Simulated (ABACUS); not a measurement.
The system is MgO.

```
Mg O
1.0
     0.00000    2.09700    2.09700
     2.09700    0.00000    2.09700
     2.09700    2.09700    0.00000
Mg O
1 1
Direct
  0.00000 0.00000 0.00000
  0.50000 0.50000 0.50000
```

The cell is a database's computed one.

- Program: ABACUS 3.10.1
- Task: relaxation of cell and atoms
- Functional: B86bPBE
- Potentials or basis: Ansatz NC PBE
- Cutoff: 1252 eV
- Density cutoff: 5007 eV
- Basis: plane waves
- k mesh: 9 × 9 × 9
- Occupations: fermi-dirac, width 0.05 eV
- Spin: no spin polarisation

At the start: pressure 7.6 GPa; volume 9.22 Å³/atom.

How do energy, volume and symmetry change on relaxing?

Over 3 steps the energy falls by 10.0 meV/atom and the volume is 9.66 Å³/atom (+4.7 %); space group Fm-3m (No. 225, to 0.05 Å).

Step by step:
```
step  energy change (eV)  largest force (eV/Å)  pressure (GPa)  volume (Å³)
   1              0.0000                0.0000            7.62        18.44
   2             -0.0168                0.0000           -2.76        19.68
   3             -0.0200                0.0000            0.01        19.31
```

Final structure:
```xyz
2
Lattice="0.0000 2.1295 2.1295 2.1295 0.0000 2.1295 2.1295 2.1295 0.0000" Properties=species:S:1:pos:R:3 pbc="T T T"
Mg    0.0000    0.0000    0.0000
O     2.1295    2.1295    2.1295
```

Caveat: the potentials were made for another functional, which shifts forces and pressure.
